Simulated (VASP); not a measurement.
# K (Cmmm) in VASP: further runs

One crystal, K, is run at these levels: PBE, PBE+D3, optPBE-vdW; tasks: single point.

Program: VASP 6.6.1. These are calculated values, not measurements. Logs are shortened: lines on timing, memory, paths and dates and some standing lists are left out, and cuts for length are marked.

## 1. The crystal as given

The structure is orthorhombic, space group Cmmm (No. 65). The conventional cell has a = 8.920 Å, b = 13.006 Å, c = 8.659 Å, α = 90.00°, β = 90.00°, γ = 90.00°. K (site symmetry 2) has 4 K at 4.28 to 4.46 Å as nearest neighbours.

This isn't the form of K at room conditions, which is bcc.

## 2. Single point, PBE

File INCAR:

```
ALGO = Normal
EDIFF = 1E-7
ENCUT = 520
GGA = PE
ISIF = 2
ISMEAR = 0
LASPH = True
LCHARG = False
LREAL = False
LWAVE = False
NBANDS = 30
NELM = 80
PREC = Accurate
SIGMA = 0.05
```

File KPOINTS:

```
k-points
0
Gamma
  4 4 3
```

File POSCAR:

```
K
1.0
    4.4597690000     -6.5032270000      0.0000000000
    4.4597690000      6.5032270000      0.0000000000
    0.0000000000      0.0000000000      8.6591200000
K
5
Cartesian
    2.2298845000      3.2516135000      2.1882375561
    2.2298845000     -3.2516135000      2.1882375561
    2.2298845000     -3.2516135000      6.4708824439
    2.2298845000      3.2516135000      6.4708824439
    0.0000000000      0.0000000000      0.0000000000
```

Potentials or basis: VASP PAW PBE potentials, release 54 (K_sv).

Launch:

```
cat potpaw_PBE.54/K_sv/POTCAR > POTCAR
mpirun -np 1 vasp_std > vasp.out
```

OUTCAR:

```text
EDIFF = 1E-7
   ENCUT = 520
   GGA = PE
   ISIF = 2
   ISMEAR = 0
   LASPH = True
   LREAL = False
   NELM = 80
   PREC = Accurate

 ion  position               nearest neighbor table
   1  0.000  0.500  0.253-
   2  0.500  0.000  0.253-
   3  0.500  0.000  0.747-
   4  0.000  0.500  0.747-
   5  0.000  0.000  0.000-

  LATTYP: Found a base centered orthorhombic cell.
 ALAT       =     8.9195380000
 B/A-ratio  =     1.4581981713
 C/A-ratio  =     0.9708036448

  Lattice vectors:

 A1 = (   4.4597690000,  -6.5032270000,   0.0000000000)
 A2 = (   4.4597690000,   6.5032270000,   0.0000000000)
 A3 = (   0.0000000000,   0.0000000000,   8.6591200000)

Analysis of symmetry for initial positions (statically):
=====================================================================
 Subroutine PRICEL returns:
 Original cell was already a primitive cell.

 Routine SETGRP: Setting up the symmetry group for a
 base centered orthorhombic supercell.

 Subroutine GETGRP returns: Found  8 space group operations
 (whereof  8 operations were pure point group operations)
 out of a pool of  8 trial point group operations.

The static configuration has the point symmetry D_2h.

Analysis of symmetry for dynamics (positions and initial velocities):
=====================================================================
 Subroutine PRICEL returns:
 Original cell was already a primitive cell.

 Routine SETGRP: Setting up the symmetry group for a
 base centered orthorhombic supercell.

 Subroutine GETGRP returns: Found  8 space group operations
 (whereof  8 operations were pure point group operations)
 out of a pool of  8 trial point group operations.

The dynamic configuration has the point symmetry D_2h.

 Subroutine INISYM returns: Found  8 space group operations
 (whereof  8 operations are pure point group operations),
 and found     1 'primitive' translations

----------------------------------------------------------------------------------------

                                     Primitive cell

  volume of cell :     502.2790

  direct lattice vectors                    reciprocal lattice vectors
[... 79 lines left out ...]
   LASPH  =      T    aspherical Exc in radial PAW
   ENCUT  =  520.0 eV  38.22 Ry    6.18 a.u.  14.66 14.66 16.10*2*pi/ulx,y,z
   NELM   =     80;   NELMIN=  2; NELMDL= -5     # of ELM steps
   EDIFF  = 0.1E-06   stopping-criterion for ELM
   LREAL  =      F    real-space projection
   EDIFFG = 0.1E-05   stopping-criterion for IOM
   NSW    =      0    number of steps for IOM
   IBRION =     -1    ionic relax: 0-MD 1-quasi-New 2-CG
   NFREE  =      0    steps in history (QN), initial steepest desc. (CG)
   ISIF   =      2    stress and relaxation
   ISYM   =      2    0-nonsym 1-usesym 2-fastsym
   POTIM  = 0.5000    time-step for ionic-motion
   TEBEG  =    0.0;   TEEND  =   0.0 temperature during run
   PSTRESS=    0.0 pullay stress
   NELECT =      45.0000    total number of electrons
   NUPDOWN=      -1.0000    fix difference up-down
   EMIN   =  10.00;   EMAX   =-10.00  energy-range for DOS
   EFERMI =   0.00;   METHOD = LEGACY
   ISMEAR =     0;   SIGMA  =   0.05  broadening in eV -4-tet -1-fermi 0-gaus
   EFERMI_NEDOS =   21; number of points for ismear=-14 and -15
   IALGO  =     38    algorithm
   IMIX   =      4    mixing-type and parameters
     AMIX     =   0.40;   BMIX     =  1.00
     AMIX_MAG =   1.60;   BMIX_MAG =  1.00
  volume/ion in A,a.u.               =     100.46       677.91
  Fermi-wavevector in a.u.,A,eV,Ry     =   0.732539  1.384298  7.301065  0.536613
  Thomas-Fermi vector in A             =   1.825027
   LORBIT       =      0    0 simple, 1 ext, 2 COOP (PROOUT), +10 PAW based schemes
   GGA     = PE    functional components
   LHFCALC =     F    Hartree Fock is set to
   AEXX    =    0.0000 exact exchange contribution
   IVDW    =     0    specifies the selected vdW correction
   LEPSILON=     F    determine dielectric tensor
   LRPA    =     F    only Hartree local field effects (RPA)
 non-spin polarized calculation
 Gauss-broadening in eV      SIGMA  =   0.05
  energy-cutoff  :      520.00
  volume of cell :      502.28
 maximum number of plane-waves:     13569
 NGX is ok and might be reduce to    60

 number of electron      45.0000000 magnetization

 Free energy of the ion-electron system (eV)
  ---------------------------------------------------
  ext. energy  EPLUGINS =         0.00000000
  ---------------------------------------------------
  free energy    TOTEN  =        -4.38364958 eV

  energy without entropy =       -4.37430311  energy(sigma->0) =       -4.37897634

 E-fermi :  -0.6581     XC(G=0):  -4.8370

 val. band max:       -0.6644161451   @ k =   0.5000   0.0000   0.3333
 cond. band min:      -0.6543324413   @ k =   0.2500   0.2500   0.0000
 fundamental gap:      0.0100837038
 Fermi energy:        -0.6580954775

 k-point     1 :       0.0000    0.0000    0.0000
  band No.  band energies     occupation
      1     -33.0641      2.00000
      2     -33.0614      2.00000
      3     -33.0601      2.00000
      4     -33.0576      2.00000
      5     -33.0241      2.00000
      6     -16.5833      2.00000
[... 451 lines left out ...]
     29       1.3967      0.00000
     30       1.7394      0.00000

------------------------ aborting loop because EDIFF is reached ----------------------------------------

  FORCE on cell =-STRESS in cart. coord.  units (eV):
  Direction    XX          YY          ZZ          XY          YZ          ZX
  --------------------------------------------------------------------------------------
  -------------------------------------------------------------------------------------
  Total       -0.1986603     -0.3740532      0.3741570      0.0000000      0.0000000      0.0000000
  in kB       -0.6336897     -1.1931608      1.1934919      0.0000000      0.0000000      0.0000000
  external PRESSURE =      -0.2111195 kB  Pullay stress =       0.0000000 kB

 VOLUME and BASIS-vectors are now :
 -----------------------------------------------------------------------------
  energy-cutoff  :      520.00
  volume of cell :      502.28
      direct lattice vectors                 reciprocal lattice vectors
     4.459769000 -6.503227000  0.000000000     0.112113430 -0.076884907  0.000000000
     4.459769000  6.503227000  0.000000000     0.112113430  0.076884907  0.000000000
     0.000000000  0.000000000  8.659120000     0.000000000  0.000000000  0.115485176

 POSITION                                       TOTAL-FORCE (eV/Angst)
 -----------------------------------------------------------------------------------
      2.22988      3.25161      2.18824         0.000000     -0.000000      0.036763
      2.22988     -3.25161      2.18824        -0.000000     -0.000000      0.036763
      2.22988     -3.25161      6.47088        -0.000000      0.000000     -0.036763
      2.22988      3.25161      6.47088        -0.000000     -0.000000     -0.036763
      0.00000      0.00000      0.00000         0.000000      0.000000      0.000000
 -----------------------------------------------------------------------------------
    total drift:                                0.000000     -0.000000      0.000000

  FREE ENERGIE OF THE ION-ELECTRON SYSTEM (eV)
  ---------------------------------------------------
  free  energy   TOTEN  =        -4.3836495793 eV

  energy  without entropy=       -4.3743031106  energy(sigma->0) =       -4.37897634
```

OSZICAR:

```text
N       E                     dE             d eps       ncg     rms          rms(c)
DAV:   1     0.332932962993E+03    0.33293E+03   -0.17534E+04   944   0.113E+03
DAV:   2     0.252314430460E+02   -0.30770E+03   -0.30246E+03   972   0.315E+02
DAV:   3    -0.255155171220E+01   -0.27783E+02   -0.27343E+02  1202   0.744E+01
DAV:   4    -0.434187133995E+01   -0.17903E+01   -0.17782E+01  1324   0.171E+01
DAV:   5    -0.440334080380E+01   -0.61469E-01   -0.61438E-01  1348   0.285E+00    0.385E+00
DAV:   6    -0.439030035175E+01    0.13040E-01   -0.26516E-02  1096   0.804E-01    0.231E+00
DAV:   7    -0.438319941613E+01    0.71009E-02   -0.33498E-02  1066   0.745E-01    0.180E-01
DAV:   8    -0.438355652317E+01   -0.35711E-03   -0.48588E-03  1304   0.365E-01    0.699E-02
DAV:   9    -0.438360607849E+01   -0.49555E-04   -0.18590E-04  1128   0.688E-02    0.461E-02
DAV:  10    -0.438364247012E+01   -0.36392E-04   -0.16315E-04  1018   0.696E-02    0.136E-02
DAV:  11    -0.438364678305E+01   -0.43129E-05   -0.25731E-05  1114   0.315E-02    0.666E-03
DAV:  12    -0.438364887058E+01   -0.20875E-05   -0.39302E-06  1242   0.881E-03    0.346E-03
DAV:  13    -0.438364956953E+01   -0.69894E-06   -0.87987E-07   798   0.301E-03    0.102E-03
DAV:  14    -0.438364957927E+01   -0.97452E-08   -0.40778E-07   768   0.181E-03
   1 F= -.43836496E+01 E0= -.43789763E+01  d E =-.934647E-02
```

stdout:

```text
POSCAR found type information on POSCAR K
 POSCAR found :  1 types and       5 ions
 scaLAPACK will be used
 LDA part: xc-table for (Slater+PW92), standard interpolation
 POSCAR, INCAR and KPOINTS ok, starting setup
 FFT: planning ... GRIDC
 FFT: planning ... GRID_SOFT
 FFT: planning ... GRID
 WAVECAR not read
 entering main loop
```

Wall time 100 s (1 thread of Intel Xeon 6975P-C (Granite Rapids), shared host); peak memory 0.58 GiB.

What came out:

```yaml
Free_energy: -4.3836 eV
Pressure: 0.0 GPa
Largest_force: 0.037 eV/Å
Band_gap_on_the_k_mesh: none (metal or under the smearing width)
```

Forces in eV/Å, atoms in the order of the input:
```
K    0.000  0.000  0.037
K    0.000  0.000  0.037
K    0.000  0.000 -0.037
K    0.000  0.000 -0.037
K    0.000  0.000  0.000
```

Stress tensor (GPa, compression positive):
```
-0.06  0.00  0.00
 0.00 -0.12  0.00
 0.00  0.00  0.12
```

Levels at points of the mesh, in eV from the Fermi level:
```csv
k point,band 19,band 20,band 21,band 22,band 23,band 24,band 25,band 26
"(0.00, 0.00, 0.00)",-15.84,-15.82,-1.82,0.27,0.34,0.71,0.80,1.10
"(0.50, 0.00, 0.00)",-15.84,-15.82,-1.20,-0.94,0.67,0.82,0.84,0.93
"(0.50, 0.50, 0.00)",-15.84,-15.82,-1.16,-0.56,0.13,0.32,0.85,0.96
```

## 3. Single point, PBE

File run.py:

```python
from ase.calculators.vasp import Vasp
from ase.dft.bandgap import bandgap
from ase.io import read

atoms = read('K.xyz')
calc = Vasp(
    directory='calc',
    xc='pbe',
    pp='PBE',
    setups='recommended',
    pp_version='54',
    prec='Accurate',
    encut=520,
    ediff=1e-06,
    ismear=0,
    sigma=0.05,
    lreal=False,
    lasph=True,
    nelm=100,
    algo='Fast',
    isif=2,
    lwave=False,
    lcharg=False,
    kpts=[4, 4, 3],
    gamma=True,
)
atoms.calc = calc

print('energy (eV):', atoms.get_potential_energy())
print('free energy (eV):', atoms.get_potential_energy(force_consistent=True))
print('forces (eV/A):')
print(atoms.get_forces())
print('stress (eV/A^3, Voigt):', atoms.get_stress())
print('Fermi level (eV):', calc.get_fermi_level())
gap, top, bottom = bandgap(calc)
print('band gap (eV):', gap, 'from (spin, k, band)', top, 'to', bottom)
```

File K.xyz:

```xyz
5
Lattice="4.4597690000 -6.5032270000 0.0000000000 4.4597690000 6.5032270000 0.0000000000 0.0000000000 0.0000000000 8.6591200000" Properties=species:S:1:pos:R:3 pbc="T T T"
K      2.2298845000      3.2516135000      2.1882375561
K      2.2298845000     -3.2516135000      2.1882375561
K      2.2298845000     -3.2516135000      6.4708824439
K      2.2298845000      3.2516135000      6.4708824439
K      0.0000000000      0.0000000000      0.0000000000
```

Potentials or basis: VASP PAW PBE potentials, release 54 (K_sv).

Launch:

```
python run.py
```

Wall time 2.9 min (1 thread of Intel Xeon 6975P-C (Granite Rapids), shared host); peak memory 0.57 GiB.

Results (log left out):

```
Free energy            : -4.3836 eV
Pressure               : 0.0 GPa
Largest force          : 0.036 eV/Å
Band gap on the k mesh : none (metal or under the smearing width)
```

Forces in eV/Å, atoms in the order of the input:
```
K    0.000  0.000  0.036
K    0.000  0.000  0.036
K    0.000  0.000 -0.036
K    0.000  0.000 -0.036
K    0.000  0.000  0.000
```

Stress tensor (GPa, compression positive):
```
-0.06  0.00  0.00
 0.00 -0.12  0.00
 0.00  0.00  0.12
```

Levels at points of the mesh, in eV from the Fermi level:
```csv
k point,band 18,band 19,band 20,band 21,band 22,band 23,band 24,band 25,band 26,band 27
"(0.00, 0.00, 0.00)",-15.84,-15.84,-15.82,-1.82,0.27,0.34,0.71,0.80,1.10,1.36
"(0.50, 0.00, 0.00)",-15.84,-15.84,-15.82,-1.20,-0.94,0.67,0.82,0.85,0.93,0.96
"(0.50, 0.50, 0.00)",-15.84,-15.84,-15.82,-1.16,-0.56,0.13,0.32,0.85,0.96,1.13
```

## 4. Single point, PBE+D3

File run.py:

```python
from ase import Atoms
from ase.calculators.vasp import Vasp
from ase.dft.bandgap import bandgap

atoms = Atoms(
    ['K', 'K', 'K', 'K', 'K'],
    cell=[[4.459769, -6.503227, 0.0], [4.459769, 6.503227, 0.0], [0.0, 0.0, 8.65912]],
    scaled_positions=[[0.0, 0.5, 0.252709], [0.5, 0.0, 0.252709], [0.5, 0.0, 0.747291], [0.0, 0.5, 0.747291], [0.0, 0.0, 0.0]],
    pbc=True,
)
calc = Vasp(
    directory='calc',
    xc='pbe',
    pp='PBE',
    setups='materialsproject',
    prec='Accurate',
    encut=520,
    ediff=1e-07,
    ismear=-5,
    sigma=0.1,
    lreal=False,
    lasph=True,
    nelm=60,
    algo='Normal',
    isif=2,
    lwave=False,
    lcharg=False,
    ivdw=11,
    kspacing=0.4,
)
atoms.calc = calc

print('energy (eV):', atoms.get_potential_energy())
print('free energy (eV):', atoms.get_potential_energy(force_consistent=True))
print('forces (eV/A):')
print(atoms.get_forces())
print('stress (eV/A^3, Voigt):', atoms.get_stress())
print('Fermi level (eV):', calc.get_fermi_level())
gap, top, bottom = bandgap(calc)
print('band gap (eV):', gap, 'from (spin, k, band)', top, 'to', bottom)
```

Potentials or basis: VASP PAW PBE potentials, release 64 (K_sv).

Launch:

```
python run.py
```

It took 75 s on 1 thread of Intel Xeon 6975P-C (Granite Rapids), shared host; peak memory 0.53 GiB.

The run converged, but some of its settings lie outside the range that counts as converged (typed here: ISMEAR = -5; SIGMA = 0.1; KSPACING = 0.4), so its numbers aren't taken as properties of the crystal.

Results:

* Free energy: -4.8105 eV
* Pressure: 0.0 GPa
* Largest force: 0.017 eV/Å
* Band gap on the k mesh: none (metal or under the smearing width)
* Dispersion energy per atom: -0.077 eV

Caveat: pairwise dispersion overbinds metals, which lowers pressure and volume.

## 5. Single point, optPBE-vdW

File run.py:

```python
from ase.calculators.vasp import Vasp
from ase.dft.bandgap import bandgap
from ase.io import read

atoms = read('POSCAR')
calc = Vasp(
    directory='calc',
    xc='optpbe-vdw',
    pp='PBE',
    setups='recommended',
    prec='Accurate',
    encut=520,
    ediff=1e-06,
    ismear=1,
    sigma=0.2,
    lreal=False,
    lasph=True,
    nelm=60,
    algo='Fast',
    isif=2,
    lwave=False,
    lcharg=False,
    kpts=[4, 4, 3],
    gamma=True,
    nbands=30,
)
atoms.calc = calc

print('energy (eV):', atoms.get_potential_energy())
print('free energy (eV):', atoms.get_potential_energy(force_consistent=True))
print('forces (eV/A):')
print(atoms.get_forces())
print('stress (eV/A^3, Voigt):', atoms.get_stress())
print('Fermi level (eV):', calc.get_fermi_level())
gap, top, bottom = bandgap(calc)
print('band gap (eV):', gap, 'from (spin, k, band)', top, 'to', bottom)
```

File POSCAR:

```
K
1.0
    4.4597690000     -6.5032270000      0.0000000000
    4.4597690000      6.5032270000      0.0000000000
    0.0000000000      0.0000000000      8.6591200000
K
5
Direct
    0.0000000000      0.5000000000      0.2527090000
    0.5000000000      0.0000000000      0.2527090000
    0.5000000000      0.0000000000      0.7472910000
    0.0000000000      0.5000000000      0.7472910000
    0.0000000000      0.0000000000      0.0000000000
```

Launch:

```
python run.py
```

It took 7.3 min on 1 thread of Intel Xeon 6975P-C (Granite Rapids), shared host; peak memory 1.6 GiB.

It converged, with:

```yaml
Free_energy: 7.0790 eV
Pressure: -0.1 GPa
Largest_force: 0.036 eV/Å
Band_gap_on_the_k_mesh: none (metal or under the smearing width)
```

Forces in eV/Å, atoms in the order of the input:
```
K    0.000  0.000  0.036
K    0.000  0.000  0.036
K    0.000  0.000 -0.036
K    0.000  0.000 -0.036
K    0.000  0.000  0.000
```

Stress tensor (GPa, compression positive):
```
-0.09  0.00  0.00
 0.00 -0.14  0.00
 0.00  0.00  0.07
```

Levels at points of the mesh, in eV from the Fermi level:
| k point | band 18 | band 19 | band 20 | band 21 | band 22 | band 23 | band 24 | band 25 | band 26 | band 27 |
| --- | --- | --- | --- | --- | --- | --- | --- | --- | --- | --- |
| (0.00, 0.00, 0.00) | -15.89 | -15.89 | -15.88 | -1.83 | 0.24 | 0.36 | 0.66 | 0.82 | 1.13 | 1.35 |
| (0.50, 0.00, 0.00) | -15.90 | -15.89 | -15.88 | -1.21 | -0.94 | 0.63 | 0.86 | 0.89 | 0.90 | 0.97 |
| (0.50, 0.50, 0.00) | -15.89 | -15.89 | -15.89 | -1.18 | -0.55 | 0.10 | 0.37 | 0.79 | 0.97 | 1.16 |

Caveat: the PAW data sets were made with another functional, which shifts forces and pressure a little.

## 6. The reference run

An earlier run on the cell as given: functional PBE; potentials or basis VASP PAW PBE potentials, release 64 (K_sv); cutoff 520 eV; k mesh 4 × 4 × 3; occupations fermi-dirac, width 0.05 eV; no spin polarisation.

- Pressure: 0.0 GPa
- Largest force: 0.034 eV/Å
- Band gap on the k mesh: none (metal or under the smearing width)

## 7. Overview

| level | potentials or basis | smearing | gap on the mesh (eV) | pressure (GPa) | largest force (eV/Å) |
| --- | --- | --- | --- | --- | --- |
| PBE | VASP PAW PBE potentials, release 54 (K_sv) | gaussian 0.05 eV | none | 0.0 | 0.04 |
| optPBE-vdW | VASP PAW PBE potentials, release 64 (K_sv) | methfessel-paxton 0.2 eV | none | -0.1 | 0.04 |
| PBE | VASP PAW PBE potentials, release 64 (K_sv) | fermi-dirac 0.05 eV | none | 0.0 | 0.03 |

Alike in all rows: task single point; no spin polarisation; cell as given; k mesh 4 × 4 × 3; cutoff (eV) 520.

Caveats: the PAW data sets were made with another functional, which shifts forces and pressure a little (some runs).

Absolute energies hang on the potentials; compare differences alone.
